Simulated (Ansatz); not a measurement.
# Si2Mo (I4/mmm) in Ansatz: settings compared

Aim: see how the results for Si2Mo move with the level of theory and the settings. Levels: LDA, PBE. Tasks: relaxation of cell and atoms.

All numbers are computed with Ansatz 0.2.0; they aren't measurements. Logs are shortened: lines on timing, memory, paths and dates and some standing lists are left out, and cuts for length are marked.

### 1 The structure

Symmetry: I4/mmm, No. 139, tetragonal system. The conventional cell has a = 3.200 Å, b = 3.200 Å, c = 7.861 Å, α = 90.00°, β = 90.00°, γ = 90.00°. Mo (site symmetry 4/mmm) is surrounded by 10 Si at 2.62 Å. Si (site symmetry 4mm) is surrounded by 5 Si at 2.61 to 2.63 Å and 5 Mo at 2.62 Å.

### 2 Relaxation of cell and atoms, LDA

File input.yaml:

```yaml
crystal:
  lattice:
    - [-1.6, 1.6, 3.9305]
    - [1.6, -1.6, 3.9305]
    - [1.6, 1.6, -3.9305]
  atoms:
    - { symbol: Mo, position: [0.0, 0.0, 0.0] }
    - { symbol: Si, position: [0.667, 0.667, 0.0] }
    - { symbol: Si, position: [0.333, 0.333, 0.0] }
hamiltonian:
  xc: lda
  pseudopotentials: { kind: paw }
kpoints:
  mp_grid: { grid: [12, 12, 12] }
scf:
  occupations: { method: fermi_dirac, width: 0.05 }
output:
  forces: true
  stress: true
  eigenvalues: true
relax:
  f_tol: 0.01
  max_steps: 40
  cell: { stress_tol: 0.05 }
```

Potentials or basis: Ansatz PAW.

Started as:

```
> ansatz run input.yaml --threads 2 --pin off --max-ram 5632MiB --backend cpu --events-out ev --progress --plain --runs-dir out
```

Output:

```text
Warning: RAYON_NUM_THREADS=2 ignored (pool sized by the plan → 2); use --threads N
basis.fft_grid_basis auto: the FFT boxes are laid along the combinations [[1, 0, 1], [0, 1, 1], [0, 0, 1]] of the cell's own vectors, 3.200, 3.200 and 4.535 Å long. The dense box has 24×24×32 points. Along the cell's own vectors, as sized, it would have 32×32×32, 1.78 times as many. Of the 16 symmetry operations that the crystal satisfies within crystal.symmetry.tolerance (time reversal apart; of a slab, those that keep its plane) the dense box along the cell's own vectors carries 16, and the one as laid loses 12 of those. basis.fft_grid_basis: typed keeps the cell's own vectors: state it where this run's energies or levels are differenced outside the engine with another run's, or held beside a run that keeps those vectors.
Engine: ansatz 0.2.0, aarch64-unknown-linux-gnu
Pseudopotentials: kind: paw
Pseudopotential: Mo, paw, valence charge 14, recommended cutoff 420 eV (normal), Mo.paw.azcp
Pseudopotential: Si, paw, valence charge 4, recommended cutoff 420 eV (normal), Si.paw.azcp
Functional definition: SPW92
  exchange = slater_x
  correlation = pw_c
Crystal: 3 atoms, lattice volume = 40.248 Å³
Basis set: ecut = 420 eV, 769 PW (Γ), FFT grids on a1+a3, a2+a3, a3
Bands: 15, of which v1, the nominal top of the filled ones, is band 11 counted from 1 (10 counted from 0)
Symmetry: 16 space group operations
Space group: I4/mmm (ITA 139), of the structure as read, at distance tolerance 3.4e-5 Å
k-points: 163 of 1728
Non-local potential: Mo, projectors of the file, l = 0: 3, l = 1: 2, l = 2: 2, l = 3: 1
Non-local potential: Si, projectors of the file, l = 0: 2, l = 1: 2, l = 2: 2
PAW form: soft (Blöchl's): semilocal exchange-correlation on the pseudo side does not see the compensation charge
PAW frozen core: Mo, regenerated for the run's functional, and the local potential with it (the file was generated under x = pbe(κ = 0.804, μ = 0.2195149727645171), c = pbe(β = 0.06672455060314922))
PAW frozen core: Si, regenerated for the run's functional, and the local potential with it (the file was generated under x = pbe(κ = 0.804, μ = 0.2195149727645171), c = pbe(β = 0.06672455060314922))
PAW one-centre angular grid: Mo, 590 points (default); XC on 64 Gauss nodes
PAW one-centre angular grid: Si, 110 points (default); XC on 64 Gauss nodes
Initial density: superposition of atomic densities (neutral atoms: chi_scale 0, normalization atom), corrected by the library's trained network
Initial wavefunctions: pseudopotential atomic-orbital guess
Functional: x = slater, c = lda
SCF iter   1: F=—  HF=-6061.900657 eV  |F-HF|=—  |Δ(HF+E_count)|=         —  Δρ=7.27e-3  dr2=1.26e-2  ethr=1.77e-3  ⟨swp⟩=5.3  Hψ=14083  notcnv=0
preconditioner: auto → none  [insulator: Δε(μ)=0.137 eV  Ē_g=7.680 eV  σ=0.050 eV  W_gap=0.60  n_scr=10 (ndim 8)  ℏωp=21.9 eV  f_vac=0.000  D(μ)=0.24/eV (n_scr^D=0)  ε∞_Penn≈9.1]
SCF iter   2: F=—  HF=-6061.897084 eV  |F-HF|=—  |Δ(HF+E_count)|=   3.57e-3  Δρ=3.04e-3  dr2=1.32e-3  ethr=5.74e-5  ⟨swp⟩=1.6  Hψ=4246  notcnv=0
SCF iter   3: F=—  HF=-6061.896824 eV  |F-HF|=—  |Δ(HF+E_count)|=   2.60e-4  Δρ=7.48e-4  dr2=8.97e-5  ethr=6.01e-6  ⟨swp⟩=2.4  Hψ=3583  notcnv=0
SCF iter   4: F=—  HF=-6061.896815 eV  |F-HF|=—  |Δ(HF+E_count)|=   9.84e-6  Δρ=1.41e-4  dr2=3.83e-6  ethr=4.08e-7  ⟨swp⟩=2.3  Hψ=3623  notcnv=0
iter 5 did not close the SCF: its close was put off for the readings that it lacked (scf_convergence_deferred on its scf_iter line)
SCF iter   5: F=-6061.896815 eV  HF=-6061.896815 eV  |F-HF|=2.67e-9  |Δ(HF+E_count)|=   1.24e-7  Δρ=1.25e-5  dr2=2.56e-8  ethr=1.74e-8  ⟨swp⟩=2.2  Hψ=3609  notcnv=0
SCF iter   6: F=-6061.896815 eV  HF=-6061.896815 eV  |F-HF|=1.70e-10  |Δ(HF+E_count)|=   7.16e-9  Δρ=2.19e-6  dr2=8.16e-10  ethr=1.16e-10  ⟨swp⟩=1.7  Hψ=7628  notcnv=0
SCF 1 converged in 6 iterations: F = -6061.896815 eV  dr2 = 8.16e-10
relax step   1: F+E_penalty+E_count = -6061.89681474 eV  Δ(F+E_penalty+E_count) = +0.000e0 eV  max|allowed force component| = 3.763e-1 eV/Å  Δτ_max = 0.0000 Å  P = -6.125 GPa  Ω = 40.248 Å³  (6 SCF iters, dr2 threshold 1.00e-7 eV, accepted)
Crystal: 3 atoms, lattice volume = 38.834 Å³
Initial density: handed on by an earlier stage of this run
Initial wavefunctions: those handed on with the density
iter 1 solved again at ethr=8.02e-6 eV; its pass at ethr=3.10e-3 eV (dr2=1.77e-3 eV) is discarded
SCF iter   1: F=—  HF=-6061.923712 eV  |F-HF|=—  |Δ(HF+E_count)|=         —  Δρ=2.31e-3  dr2=1.74e-3  ethr=8.02e-6  ⟨swp⟩=1.0  Hψ=15197  notcnv=0
preconditioner: auto → Kerker (q_TF=auto, 2.482 Å⁻¹)  [metal: Δε(μ)=0.052 eV  Ē_g=7.933 eV  σ=0.050 eV  W_gap=0.25  n_scr=10 (ndim 8)  ℏωp=22.3 eV  f_vac=0.000  D(μ)=0.31/eV (n_scr^D=0)]
SCF iter   2: F=—  HF=-6061.923261 eV  |F-HF|=—  |Δ(HF+E_count)|=   4.50e-4  Δρ=1.35e-3  dr2=6.02e-4  ethr=7.90e-6  ⟨swp⟩=1.0  Hψ=2453  notcnv=0
SCF iter   3: F=—  HF=-6061.923079 eV  |F-HF|=—  |Δ(HF+E_count)|=   1.82e-4  Δρ=3.06e-4  dr2=4.76e-5  ethr=2.74e-6  ⟨swp⟩=2.7  Hψ=3616  notcnv=0
SCF iter   4: F=—  HF=-6061.923066 eV  |F-HF|=—  |Δ(HF+E_count)|=   1.29e-5  Δρ=6.07e-5  dr2=1.70e-6  ethr=2.16e-7  ⟨swp⟩=2.1  Hψ=3423  notcnv=0
SCF iter   5: F=-6061.923066 eV  HF=-6061.923066 eV  |F-HF|=1.21e-8  |Δ(HF+E_count)|=   4.68e-7  Δρ=1.05e-5  dr2=3.10e-8  ethr=1.36e-9  ⟨swp⟩=5.2  Hψ=10980  notcnv=0
SCF 2 converged in 5 iterations: F = -6061.923066 eV  dr2 = 3.10e-8
relax step   2: F+E_penalty+E_count = -6061.92306597 eV  Δ(F+E_penalty+E_count) = -2.625e-2 eV  max|allowed force component| = 4.319e-3 eV/Å  Δτ_max = 0.0165 Å  P = +2.047 GPa  Ω = 38.834 Å³  energy of the carried Pulay correction = +3.709e-4 eV  (5 SCF iters, dr2 threshold 3.00e-7 eV, accepted)
Crystal: 3 atoms, lattice volume = 39.190 Å³
iter 1 solved again at ethr=5.66e-7 eV; its pass at ethr=3.10e-3 eV (dr2=1.25e-4 eV) is discarded
SCF iter   1: F=—  HF=-6061.925162 eV  |F-HF|=—  |Δ(HF+E_count)|=         —  Δρ=5.31e-4  dr2=1.08e-4  ethr=5.66e-7  ⟨swp⟩=2.0  Hψ=15128  notcnv=0
preconditioner: auto → Kerker (q_TF=auto, 2.478 Å⁻¹)  [metal: Δε(μ)=0.047 eV  Ē_g=7.867 eV  σ=0.050 eV  W_gap=0.22  n_scr=10 (ndim 8)  ℏωp=22.2 eV  f_vac=0.000  D(μ)=0.31/eV (n_scr^D=0)]
SCF iter   2: F=—  HF=-6061.925135 eV  |F-HF|=—  |Δ(HF+E_count)|=   2.66e-5  Δρ=2.82e-4  dr2=1.60e-5  ethr=4.92e-7  ⟨swp⟩=2.2  Hψ=3062  notcnv=0
SCF iter   3: F=—  HF=-6061.925132 eV  |F-HF|=—  |Δ(HF+E_count)|=   3.41e-6  Δρ=9.78e-5  dr2=2.63e-6  ethr=7.25e-8  ⟨swp⟩=1.8  Hψ=3488  notcnv=0
SCF iter   4: F=-6061.925131 eV  HF=-6061.925131 eV  |F-HF|=4.40e-8  |Δ(HF+E_count)|=   5.64e-7  Δρ=1.45e-5  dr2=8.19e-8  ethr=1.36e-9  ⟨swp⟩=3.0  Hψ=9245  notcnv=0
SCF 3 converged in 4 iterations: F = -6061.925131 eV  dr2 = 8.19e-8
relax step   3: F+E_penalty+E_count = -6061.92513125 eV  Δ(F+E_penalty+E_count) = -2.065e-3 eV  max|allowed force component| = 1.702e-2 eV/Å  Δτ_max = 0.0000 Å  P = -0.055 GPa  Ω = 39.190 Å³  energy of the carried Pulay correction = +2.763e-4 eV  (4 SCF iters, dr2 threshold 3.00e-7 eV, accepted)
Crystal: 3 atoms, lattice volume = 39.181 Å³
iter 1 solved again at ethr=3.26e-8 eV; its pass at ethr=3.10e-3 eV (dr2=7.17e-6 eV) is discarded
SCF iter   1: F=—  HF=-6061.925171 eV  |F-HF|=—  |Δ(HF+E_count)|=         —  Δρ=1.16e-4  dr2=1.01e-5  ethr=3.26e-8  ⟨swp⟩=2.0  Hψ=14630  notcnv=0
preconditioner: auto → Kerker (q_TF=auto, 2.478 Å⁻¹)  [metal: Δε(μ)=0.047 eV  Ē_g=7.869 eV  σ=0.050 eV  W_gap=0.23  n_scr=10 (ndim 8)  ℏωp=22.2 eV  f_vac=0.000  D(μ)=0.31/eV (n_scr^D=0)]
SCF iter   2: F=—  HF=-6061.925169 eV  |F-HF|=—  |Δ(HF+E_count)|=   2.10e-6  Δρ=6.21e-5  dr2=2.92e-6  ethr=3.26e-8  ⟨swp⟩=2.0  Hψ=3146  notcnv=0
SCF iter   3: F=—  HF=-6061.925168 eV  |F-HF|=—  |Δ(HF+E_count)|=   1.02e-6  Δρ=1.95e-5  dr2=3.53e-7  ethr=1.33e-8  ⟨swp⟩=2.4  Hψ=3620  notcnv=0
SCF iter   4: F=-6061.925168 eV  HF=-6061.925168 eV  |F-HF|=2.20e-9  |Δ(HF+E_count)|=   9.09e-8  Δρ=4.06e-6  dr2=4.53e-9  ethr=2.78e-10  ⟨swp⟩=2.9  Hψ=9481  notcnv=0
SCF 4 converged in 4 iterations: F = -6061.925168 eV  dr2 = 4.53e-9
relax step   4: F+E_penalty+E_count = -6061.92516813 eV  Δ(F+E_penalty+E_count) = -3.688e-5 eV  max|allowed force component| = 6.490e-3 eV/Å  Δτ_max = 0.0006 Å  P = -0.002 GPa  Ω = 39.181 Å³  energy of the carried Pulay correction = +2.789e-4 eV  (4 SCF iters, dr2 threshold 6.12e-8 eV, accepted)
Initial wavefunctions: pseudopotential atomic-orbital guess (no wavefunctions were taken with the density)
iter 1 solved again at ethr=3.21e-8 eV; its pass at ethr=3.10e-3 eV (dr2=7.07e-6 eV) is discarded
SCF iter   1: F=—  HF=-6061.924930 eV  |F-HF|=—  |Δ(HF+E_count)|=         —  Δρ=2.11e-5  dr2=1.91e-8  ethr=3.21e-8  ⟨swp⟩=3.3  Hψ=21210  notcnv=0
preconditioner: auto → Kerker (q_TF=auto, 2.478 Å⁻¹)  [metal: Δε(μ)=0.049 eV  Ē_g=7.869 eV  σ=0.050 eV  W_gap=0.23  n_scr=10 (ndim 8)  ℏωp=22.2 eV  f_vac=0.000  D(μ)=0.31/eV (n_scr^D=0)]
SCF iter   2: F=—  HF=-6061.924932 eV  |F-HF|=—  |Δ(HF+E_count)|=   1.81e-6  Δρ=1.12e-5  dr2=5.81e-9  ethr=8.70e-11  ⟨swp⟩=1.5  Hψ=2919  notcnv=0
SCF iter   3: F=—  HF=-6061.924932 eV  |F-HF|=—  |Δ(HF+E_count)|=   1.34e-8  Δρ=4.62e-7  dr2=1.28e-10  ethr=2.64e-11  ⟨swp⟩=2.1  Hψ=3582  notcnv=0
SCF iter   4: F=-6061.924932 eV  HF=-6061.924932 eV  |F-HF|=9.09e-12  |Δ(HF+E_count)|=  2.91e-11  Δρ=2.44e-7  dr2=1.65e-11  ethr=1.00e-12  ⟨swp⟩=5.7  Hψ=9890  notcnv=0
SCF 5 converged in 4 iterations: F = -6061.924932 eV  dr2 = 1.65e-11
relax step   5: F+E_penalty+E_count = -6061.92493227 eV  Δ(F+E_penalty+E_count) = +2.359e-4 eV  max|allowed force component| = 6.421e-3 eV/Å  Δτ_max = 0.0000 Å  P = -0.014 GPa  Ω = 39.181 Å³  stress off target by 2.62e-2 GPa  SCF on the basis re-selected at this cell (its energy is not comparable with the rows above)  (4 SCF iters)
basis re-selected at this cell: Δ(F+E_penalty+E_count) = +2.359e-4 eV, ΔP = -0.012 GPa vs the last step (what re-selecting the basis moved, of the pressure what is left beyond the Pulay correction that the steps carried, after the strain that the cell walked since its last selection, with what the two solves' SCF thresholds leave and, on support functions, any second-order correction that the steps lacked; it is no measure of the basis error at this ecutwfc). This SCF's stress stands 2.62e-2 GPa from its target on what of the cell is left free (relax.cell.stress_tol is 5.00e-2 GPa) and its largest allowed force component is 6.42e-3 eV/Å (relax.f_tol is 1.00e-2 eV/Å): within both
SCF converged after 4 iterations
Free energy (F): -6061.924932 eV
Harris-Foulkes:  -6061.924932 eV  (|F-HF|=9.09e-12)
Internal energy: -6061.922527 eV  (E = F + TS)
E sigma→0 (E₀):  -6061.923730 eV
Entropy (-TS):   -0.002405 eV (-0.802 meV/atom)
Fermi energy:    16.208053 eV
--- Per-component energies (eV) ---
  E_band       = -41.206216
  E_kinetic    = 534.552182
  E_local      = -1139.899805  (includes V_loc(G=0)·N_el)
  E_nonlocal   = 200.350698
  E_hartree    = 423.979377
  E_xc         = -297.874563
  E_vxc        = -330.607094  (∫ρ·V_xc dr)
  E_paw        = -4061.929213  (= ΣΔE_a)
  E_vpaw       = -153.561030  (= ΣTr[D̂ρ^β])
  E_aug_tail   = 0.000016  (compensation charges beyond the density's cutoff)
  E_ewald      = -1721.742697
  E_core_change = 0.641478  (= ΣΔE_core)
  E_smearing   = -0.002405  (= −TS)
  E_closure    = 0.000000  (closes the sum)
  Σ components = -6061.924932   (vs F -6061.924932, Δ=0.00e0)
--- Forces (eV/Å), atoms counted from 1 ---
  atom   1  Mo     0.00000000     0.00000000     0.00000000
  atom   2  Si    -0.00000000    -0.00000000    -0.00642067
  atom   3  Si     0.00000000     0.00000000     0.00642067
  max |Σ_I F_I| component: 6.94e-18 eV/Å
--- Stress (GPa, compression-positive) ---
       -0.008080       0.000000       0.000000
        0.000000      -0.008080       0.000000
        0.000000       0.000000      -0.026208
  P = ⅓ Tr σ = -0.0141 GPa (-0.141 kbar)
--- Band table (eV; the first three rows and the last of 163) ---
  k-point 0: bands = ["-44.3246", "-18.5543", "-18.4577", "-18.4577", "2.6466", "9.6902", "12.8389", "13.0185", "13.5456", "13.5456", "16.6044", "19.4112", "19.5009", "19.8037", "19.8037"]
  k-point 1: bands = ["-44.3218", "-18.5505", "-18.4767", "-18.4739", "2.8666", "9.8858", "12.1274", "13.0136", "13.0881", "14.3276", "15.8024", "18.9096", "19.6312", "19.8061", "19.9084"]
  k-point 2: bands = ["-44.3142", "-18.5402", "-18.5266", "-18.5181", "3.5024", "10.3635", "11.4035", "11.9432", "13.3086", "14.2942", "14.9256", "18.5771", "19.6737", "20.0791", "20.0818"]
  k-point 162: bands = ["-44.3239", "-18.5823", "-18.4596", "-18.4596", "4.6002", "5.9924", "12.5372", "13.9586", "15.6185", "15.6185", "15.7686", "15.7686", "16.7451", "21.0154", "21.5235"]
--- Relaxed structure (4 steps of the walk, 4 accepted, 1 SCFs on fresh bases) ---
  F+E_penalty+E_count = -6061.92493227 eV   max|allowed force component| = 6.421e-3 eV/Å   (the final SCF, on the basis selected at the relaxed cell)
  cell:  # Å, volume = 39.1805 Å³
    - [-1.5870113915533077, 1.5870113915533077, 3.889109654138179]
    - [1.5870113915533077, -1.5870113915533077, 3.889109654138179]
    - [1.5870113915533077, 1.5870113915533077, -3.889109654138179]
  atoms:
    - { symbol: Mo, position: [-1.4704460357287506e-19, -1.4704460357287154e-19, 3.3735120542798564e-33] }
    - { symbol: Si, position: [0.6648265062479829, 0.6648265062479829, -1.5785400503788717e-33] }
    - { symbol: Si, position: [0.33517349375201755, 0.33517349375201755, -1.7906224737601076e-33] }
```

It took 13 s on 2 threads of Arm Neoverse V1, shared host; peak memory 0.39 GiB.

Results:

- Free energy: -6061.9249 eV
- Relaxed volume: 13.06 Å³/atom
- Relaxed cell: a = 4.490 Å, b = 4.490 Å, c = 4.490 Å, α = 138.60°, β = 138.60°, γ = 59.98°
- Space group after relaxing (to 0.05 Å): I4/mmm (No. 139)
- Energy gained by relaxing: 9.4 meV/atom
- Ionic steps: 5
- Pressure after relaxing: 0.0 GPa
- Largest force after relaxing: 0.006 eV/Å
- Band gap on the k mesh: none (metal or under the smearing width)

Forces on the atoms (eV/Å):
```
Mo   0.000  0.000  0.000
Si   0.000  0.000 -0.006
Si   0.000  0.000  0.006
```

Step by step:
```csv
step,energy change (eV),largest force (eV/Å),volume (Å³)
1,0.0000,0.3763,40.25
2,-0.0263,0.0043,38.83
3,-0.0283,0.0170,39.19
4,-0.0284,0.0065,39.18
5,-0.0281,0.0064,39.18
```

Final structure:
```yaml
crystal:
  lattice:
    - [-1.58701, 1.58701, 3.88911]
    - [1.58701, -1.58701, 3.88911]
    - [1.58701, 1.58701, -3.88911]
  atoms:
    - { symbol: Mo, position: [0.00000, 0.00000, 0.00000] }
    - { symbol: Si, position: [0.66483, 0.66483, 0.00000] }
    - { symbol: Si, position: [0.33517, 0.33517, 0.00000] }
```

Caveat: the plane-wave basis is chosen anew once the cell has moved, so the energies of steps on either side of that aren't comparable; the PAW data sets come from PBE, with cores solved anew for the run's functional, which leaves a small shift of forces and pressure. Zero-point motion and thermal expansion aren't in these numbers.

### 3 Relaxation of cell and atoms, PBE

input.yaml, as its differences from that of step 2:

```diff
@@ -10,3 +10,3 @@
 hamiltonian:
-  xc: lda
+  xc: pbe
   pseudopotentials: { kind: paw }
```

Potentials or basis: Ansatz PAW.

Started as:

```
> ansatz run input.yaml --threads 2 --pin off --max-ram 5632MiB --backend cpu --events-out ev --progress --plain --runs-dir out
```

It took 13 s on 2 threads of Arm Neoverse V1, shared host; peak memory 0.39 GiB.

Results (log left out):

```yaml
Free_energy: -6229.1259 eV
Relaxed_volume: 13.58 Å³/atom
Relaxed_cell: a = 4.547 Å, b = 4.547 Å, c = 4.547 Å, α = 138.57°, β = 138.57°, γ = 60.04°
Space_group_after_relaxing_to_0.05_Å: I4/mmm (No. 139)
Energy_gained_by_relaxing: 2.8 meV/atom
Ionic_steps: 5
Pressure_after_relaxing: 0.0 GPa
Band_gap_on_the_k_mesh: none (metal or under the smearing width)
```

The path:
```
step  energy change (eV)  largest force (eV/Å)  volume (Å³)
   1              0.0000                0.2792        40.25
   2             -0.0074                0.0836        40.81
   3             -0.0081                0.0195        40.76
   4             -0.0082                0.0003        40.74
   5             -0.0083                0.0003        40.74
```

Final structure:
```
Mo Si
1.0
    -1.60838    1.60838    3.93674
     1.60838   -1.60838    3.93674
     1.60838    1.60838   -3.93674
Mo Si
1 2
Direct
  0.00000 0.00000 0.00000
  0.66491 0.66491 0.00000
  0.33509 0.33509 0.00000
```

Levels at points of the mesh, in eV from the Fermi level:
```csv
k point,band 8,band 9,band 10,band 11,band 12,band 13,band 14,band 15
"(0.00, 0.00, 0.00)",-2.98,-2.57,-2.57,0.37,3.09,3.26,3.48,3.48
"(0.00, 0.00, -0.50)",-5.19,-4.37,-2.98,-1.21,2.27,2.68,3.11,3.32
"(0.00, -0.50, 0.00)",-4.44,-2.53,-2.51,-0.48,2.22,3.09,3.98,4.18
"(-0.50, -0.50, -0.50)",-2.14,-0.56,-0.56,-0.47,-0.47,0.50,4.70,5.00
```

Caveat: the plane-wave basis is chosen anew once the cell has moved, so the energies of steps on either side of that aren't comparable. Zero-point motion and thermal expansion aren't in these numbers.
